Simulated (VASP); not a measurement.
Wanted: the native input for a VASP 6.6.1 run.

| Quantity | Value |
| --- | --- |
| Task | relaxation of cell and atoms |
| Functional | PBE |
| Potentials or basis | VASP PAW PBE potentials, release 64 (Si, Ge_d) |
| Cutoff | 520 eV |
| k mesh | 8 × 8 × 6 |
| Occupations | gaussian, width 0.1 eV |
| Spin | no spin polarisation |
| Further INCAR settings | ALGO = Normal; EDIFF = 1e-07; IBRION = 2; POTIM = 0.3; EDIFFG = -0.005; NSW = 60; ISIF = 3 |

The structure of SiGe3 lies in POSCAR:

```
SiGe3                                   
1.0
    4.0112015974      0.0000000000      0.0000000000
    0.0000000000      4.0112015974      0.0000000000
    0.0000000000      0.0000000000      5.6629333418
  Si              Ge            
     1     3
Direct
     0.0000000000000000    0.0000000000000000    1.0000000000000000
     0.5000000000000000    0.5000000000000000    0.5000000000000000
     0.5000000000000000    0.0000000000000000    0.7565236034650829
     0.0000000000000000    0.5000000000000000    0.2434763965349171
```

The cell was built by a generator and needn't be a form met in nature.

These files were run (other wordings do the same):

INCAR

```
SYSTEM = SiGe3
PREC = Accurate ; ENCUT = 520
EDIFF = 1E-7 ; ISMEAR = 0
SIGMA = 0.1 ; LREAL = .FALSE.
LASPH = .TRUE. ; NELM = 120
ALGO = Normal ; ISIF = 3
LWAVE = .FALSE. ; LCHARG = .FALSE.
GGA = PE ; IBRION = 2
NSW = 60 ; EDIFFG = -0.005
POTIM = 0.3 ; KPAR = 4
```

KPOINTS

```
regular mesh
0
G
  8 8 6
  0 0 0
```

Potentials or basis: VASP PAW PBE potentials, release 64 (Si, Ge_d).

The run is started by

```console
$ cat potpaw_PBE.64/Si/POTCAR potpaw_PBE.64/Ge_d/POTCAR > POTCAR
$ mpirun -np 4 vasp_std > vasp.out
```

Results of the run:

```yaml
Relaxed_volume: 22.83 Å³/atom
Relaxed_cell: a = 4.014 Å, b = 4.014 Å, c = 5.669 Å, α = 90.00°, β = 90.00°, γ = 90.00°
Space_group_after_relaxing_to_0.05_Å: P-4m2 (No. 115)
Energy_gained_by_relaxing: 0.0 meV/atom
Ionic_steps: 6
Pressure_after_relaxing: 0.0 GPa
Band_gap_on_the_k_mesh: 0.17 eV, indirect (least direct gap 0.42 eV)
```

Run time: 2.1 min on 4 MPI ranks on Intel(R) Xeon(R) Platinum 8488C (Sapphire Rapids) (shared host), peak memory 0.27 GiB a rank.
